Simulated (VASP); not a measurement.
Cs:

```xyz
1
Lattice="3.0190 -4.3381 0.0000 3.0190 4.3381 0.0000 -2.5749 0.0000 4.4139" Properties=species:S:1:pos:R:3 pbc="T T T"
Cs   -1.2875    0.0000    2.2069
```

This isn't the form of Cs at room conditions, which is bcc.

```yaml
Program: VASP 6.6.1
Task: single point
Functional: PBEsol
Potentials_or_basis: VASP PAW PBE potentials, release 64 (Cs_sv)
Cutoff: 900 eV
k_mesh: 15 × 15 × 15
Occupations: methfessel-paxton, width 0.1 eV
Spin: no spin polarisation
```

On this cell: pressure -0.1 GPa; band gap on the k mesh none (metal or under the smearing width).

The same run follows on a disturbed copy (grid = ENCUT=900 k=15x15x15 ISMEAR=1 SIGMA=0.1 PREC=Accurate EDIFF=1e-08 LREAL=False ADDGRID=False LASPH=True; cell strained at random at fixed volume):

```
CELL_PARAMETERS angstrom
3.02864 -4.40256 -0.05531
2.98117 4.36952 0.09848
-2.53135 0.09232 4.36949
ATOMIC_POSITIONS crystal
Cs 0.99456 0.00108 0.49790
```

**Question.** What changes?

**Answer.** The energy (extrapolated to zero smearing) moves by +1.6 meV/atom; pressure -0.1 GPa; band gap on the k mesh none (metal or under the smearing width).

Stress tensor (GPa, compression positive):
```
-0.13  0.01 -0.15
 0.01 -0.14  0.01
-0.15  0.01 -0.06
```

Caveats: the PAW data sets were made with another functional, which shifts forces and pressure a little.
